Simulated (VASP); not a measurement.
Ta: vibrations by finite differences with PBE

Crystal: Ta.

```
CELL_PARAMETERS angstrom
-1.65975 1.65975 1.65975
1.65975 -1.65975 1.65975
1.65975 1.65975 -1.65975
ATOMIC_POSITIONS crystal
Ta 0.00000 0.00000 0.00000
```

```yaml
Program: VASP 6.6.1
Task: vibrations by finite differences
Functional: PBE
Potentials_or_basis: VASP PAW PBE potentials, release 64 (Ta_pv)
Cutoff: 520 eV
k_mesh: 18 × 18 × 18
Occupations: gaussian, width 0.1 eV
Spin: no spin polarisation
```

- Elastic constants C11, C12, C44: 264, 161, 74 GPa
- Voigt bulk modulus: 195 GPa

Elastic tensor in Voigt notation (GPa, in the Cartesian axes of the cell as first typed):
```
264 161 161   0   0   0
161 264 161   0   0   0
161 161 264   0   0   0
  0   0   0  74   0   0
  0   0   0   0  74   0
  0   0   0   0   0  74
```

Clamped-ion elastic tensor (GPa):
```
264 161 161   0   0   0
161 264 161   0   0   0
161 161 264   0   0   0
  0   0   0  74   0   0
  0   0   0   0  74   0
  0   0   0   0   0  74
```

Run time: 15 min on 1 thread of Intel(R) Xeon(R) Platinum 8375C CPU @ 2.90GHz (Ice Lake) (shared host), peak memory 0.67 GiB.

Spin-orbit coupling is left out, which matters for the levels of Ta.
